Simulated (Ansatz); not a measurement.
Crystal: Zn.

```
Zn
1.0
     2.67000    0.00000    0.00000
    -1.33500    2.31229    0.00000
     0.00000    0.00000    4.96600
Zn
2
Direct
  0.66667 0.33333 0.75000
  0.33333 0.66667 0.25000
```

Program: Ansatz 0.2.0. Alike in all runs: task single point; potentials or basis Ansatz PAW; no spin polarisation; cell as given; k mesh 6 × 6 × 3; cutoff (eV) 420; smearing fermi-dirac 0.05 eV; the mesh is coarse, so values aren't converged.

Problem. Order these runs on this cell by their pressure, lowest first.
A. level B3LYP
B. level PBEsol0
C. level PBE0
D. level HF

Solution. B (-4.3 GPa), C (-0.8 GPa), A (3.3 GPa), D (12.3 GPa).

Caveats: all runs use coarse meshes; the PAW data sets come from PBE, with cores solved anew for the run's functional, which leaves a small shift of forces and pressure; the thresholds are loose for stress.
